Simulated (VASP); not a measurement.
A run of VASP 6.6.1:

The input INCAR:

```
PREC = Accurate ; ENCUT = 600
EDIFF = 1E-7 ; ISMEAR = 0
SIGMA = 0.03 ; LREAL = False
LASPH = True ; NELM = 80
ALGO = Normal ; ISIF = 3
LWAVE = False ; LCHARG = False
GGA = PE ; IVDW = 12
IBRION = 2 ; NSW = 90
EDIFFG = -0.005 ; LATTICE_CONSTRAINTS = .TRUE. .TRUE. .FALSE.
KPAR = 8
```

File KPOINTS:

```
regular mesh
0
Gamma
  9 9 1
```

File POSCAR:

```
InSe                                    
1.0
    4.0331521166      0.0000000000      0.0000000000
   -2.0165760583      3.4928121953      0.0000000000
    0.0000000000      0.0000000000     48.6777120000
  Se              In            
     8     8
Direct
     0.0000000000000000    0.0000000000000000    0.1879424213051437
     0.0000000000000000    0.0000000000000000    0.2984851191543082
     0.6666666699999979    0.3333333300000021    0.3592610405747665
     0.6666666699999979    0.3333333300000021    0.4695318719324120
     0.3333333300000021    0.6666666699999979    0.5304130384162484
     0.3333333300000021    0.6666666699999979    0.6407031262002856
     0.0000000000000000    0.0000000000000000    0.7015381808824840
     0.0000000000000000    0.0000000000000000    0.8120389387315112
     0.6666666699999979    0.3333333300000021    0.2145278885451569
     0.6666666699999979    0.3333333300000021    0.2719638336930786
     0.3333333300000021    0.6666666699999979    0.3856803535942511
     0.3333333300000021    0.6666666699999979    0.4430625919828378
     0.0000000000000000    0.0000000000000000    0.5568489725853650
     0.0000000000000000    0.0000000000000000    0.6142431626581975
     0.6666666699999979    0.3333333300000021    0.7280221879030366
     0.6666666699999979    0.3333333300000021    0.7854598618409276
```

Potentials or basis: VASP PAW PBE potentials, release 64 (Se, In_d).

Launch:

```sh
$ cat potpaw_PBE.64/Se/POTCAR potpaw_PBE.64/In_d/POTCAR > POTCAR
$ mpirun -np 8 vasp_std > vasp.out
```

Hardware: 8 MPI ranks on Intel(R) Xeon(R) Platinum 8559C (Emerald Rapids) (shared host).

Q: How long does it take, and how much memory?

A: Wall time 12 min on 8 MPI ranks on Intel(R) Xeon(R) Platinum 8559C (Emerald Rapids), with other jobs on the host, peak memory 1.3 GiB a rank. Counts: scf iterations 46, k points 12, ion steps 4.
